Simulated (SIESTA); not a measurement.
Crystal: Re.

```
Re
1.0
     2.76080    0.00000    0.00000
    -1.38040    2.39092    0.00000
     0.00000    0.00000    4.45820
Re
2
Direct
  0.66667 0.33333 0.75000
  0.33333 0.66667 0.25000
```

```yaml
Program: SIESTA 5.4.2
Task: single point
Functional: PBE
Potentials_or_basis: PseudoDojo 0.4 standard (PBE files)
Basis: DZP (energy shift 0.003 Ry; two zetas on semicore shells)
Grid_cutoff: 800 Ry
Energy_shift: 0.003 Ry
k_mesh: 11 × 11 × 6
Occupations: fermi-dirac, width 0.05 eV
Spin: no spin polarisation
```

On this cell: pressure 9.3 GPa; largest force under 0.003 eV/Å; band gap on the k mesh none (metal or under the smearing width).

The same run follows on a disturbed copy (atoms moved at random, drawn with an rms of 0.05 Å):

```
Re
1.0
     2.76080    0.00000    0.00000
    -1.38040    2.39092    0.00000
     0.00000    0.00000    4.45820
Re
2
Direct
  0.66519 0.31579 0.76407
  0.32984 0.66561 0.24409
```

Question: What does the disturbed cell give?

Answer: The energy (extrapolated to zero smearing) moves by +17.4 meV/atom; pressure 11.1 GPa; largest force 0.812 eV/Å; band gap on the k mesh none (metal or under the smearing width).

Forces on the atoms (eV/Å):
```
Re  -0.166  0.226 -0.762
Re   0.168 -0.227  0.762
```

Stress tensor (GPa, compression positive):
```
 9.28  0.86  0.72
 0.86 11.51 -0.98
 0.72 -0.98 12.44
```

Caveats: short orbitals over semicore shells can move pressures by several GPa; the basis of atomic orbitals isn't converged, which shifts pressures, moduli and gaps.
